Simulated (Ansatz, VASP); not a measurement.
This is a calculation of Mg for Ansatz 0.2.0.

input.yaml

```yaml
crystal:
  lattice:
    - [3.1338908191, 0.0, 0.0]
    - [-1.5669454095, 2.714029062, 0.0]
    - [0.0, 0.0, 10.179400833]
  atoms:
    - { symbol: Mg, position: [0.6666666667, 0.3333333333, 0.75] }
    - { symbol: Mg, position: [0.0, 0.0, 0.5] }
    - { symbol: Mg, position: [0.3333333333, 0.6666666667, 0.25] }
    - { symbol: Mg, position: [0.0, 0.0, 0.0] }
hamiltonian:
  xc: pbe
  pseudopotentials: { kind: paw }
kpoints:
  mp_grid: { grid: [10, 10, 3] }
scf:
  occupations: { method: fermi_dirac, width: 0.05 }
output:
  forces: true
  stress: true
  eigenvalues: true
```

Potentials or basis: Ansatz PAW.

Launch:

```sh
$ ansatz run input.yaml --threads 1 --pin off --max-ram 3584MiB --backend cpu --events-out ev --progress --plain --runs-dir out
```

Task: Translate it to VASP 6.6.1. Potentials there: VASP PAW PBE potentials, release 64 (Mg).

Result: As run (the cutoff follows the program's own potentials):

The input INCAR:

```
SYSTEM = Mg
ALGO     = Fast           ! electronic algorithm
EDIFF    = 1E-6           ! SCF threshold, eV
ENCUT    = 520            ! plane-wave cutoff, eV
GGA      = PE             ! functional
ISIF     = 2              ! what is computed and relaxed
ISMEAR   = -1             ! smearing method
LASPH    = .TRUE.         ! aspherical terms in the spheres
LCHARG   = .FALSE.        ! write CHGCAR
LREAL    = .FALSE.        ! projectors in reciprocal space
LWAVE    = .FALSE.        ! write WAVECAR
NBANDS   = 12             ! bands
NELM     = 60             ! most SCF steps
PREC     = Accurate       ! precision mode
SIGMA    = 0.05           ! smearing width, eV
```

File KPOINTS:

```
k-points
0
G
  10 10 3
  0 0 0
```

Contents of POSCAR:

```
Mg
1.0
    3.1338908191      0.0000000000      0.0000000000
   -1.5669454095      2.7140290620      0.0000000000
    0.0000000000      0.0000000000     10.1794008330
Mg
4
Direct
    0.6666666667      0.3333333333      0.7500000000
    0.0000000000      0.0000000000      0.5000000000
    0.3333333333      0.6666666667      0.2500000000
    0.0000000000      0.0000000000      0.0000000000
```

Potentials or basis: VASP PAW PBE potentials, release 64 (Mg).

Command:

```bash
$ cat potpaw_PBE.64/Mg/POTCAR > POTCAR
$ mpirun -np 1 vasp_std > vasp.out
```

Both were run:

|  | VASP | Ansatz | Ansatz less VASP |
| --- | --- | --- | --- |
| gap on the k mesh at the Fermi level (eV) | none | none | - |
| pressure (GPa) | 2.5 | 2.6 | +0.12 |
| largest component of the traceless stress (GPa) | 0.49 | 0.50 | +0.004 |

A gap of «none» marks a metal or a gap that the smearing closes. The two sets of potentials don't hold the same shells in valence.
